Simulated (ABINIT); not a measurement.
The system is ZrS2.

```
CELL_PARAMETERS angstrom
3.69138 0.00000 0.00000
-1.84569 3.19683 0.00000
0.00000 0.00000 6.04108
ATOMIC_POSITIONS crystal
Zr 0.00000 0.00000 0.00000
S 0.33333 0.66667 0.23791
S 0.66667 0.33333 0.76209
```

The cell is a database's computed one.

Program: ABINIT 10.8.3 (patched build). Alike in all runs: no spin polarisation; cell as given.

Q: Order these runs on this cell by their band gap on the k mesh, lowest first.
A. level PBEsol+U; potentials or basis JTH PAW PBE v2.0; U Zr d U = 4 eV; k mesh 8 × 8 × 5; cutoff (eV) 544; smearing fermi-dirac 0.05 eV; double counting (usepawu) 1; k mesh for the DOS 11 × 11 × 7; fine-grid cutoff 1088.46 eV
B. level PBEsol+U; potentials or basis JTH PAW PBE v2.0; U Zr d U = 8 eV; k mesh 8 × 8 × 5; cutoff (eV) 544; smearing fermi-dirac 0.05 eV; double counting (usepawu) 1; k mesh for the DOS 11 × 11 × 7; fine-grid cutoff 1088.46 eV
C. level PBEsol+U; potentials or basis JTH PAW PBE v2.0; U Zr d U = 0 eV; k mesh 8 × 8 × 5; cutoff (eV) 544; smearing fermi-dirac 0.05 eV; double counting (usepawu) 1; k mesh for the DOS 11 × 11 × 7; fine-grid cutoff 1088.46 eV
D. level HSE06; potentials or basis SPMS NC PBE v1.0; k mesh 6 × 6 × 4; cutoff (eV) 490; smearing fixed; most SCF steps 60
E. level PBEsol+U; potentials or basis JTH PAW PBE v2.0; U Zr d U = 6 eV; k mesh 8 × 8 × 5; cutoff (eV) 544; smearing fermi-dirac 0.05 eV; double counting (usepawu) 1; k mesh for the DOS 11 × 11 × 7; fine-grid cutoff 1088.46 eV

A: C (0.98 eV), A (1.29 eV), E (1.44 eV), B (1.60 eV), D (1.88 eV).

Caveats: an odd mesh through Γ misses points on the zone boundary, where band edges often lie (some runs); Libxc's HSE differs a little from that of other programs (some runs).
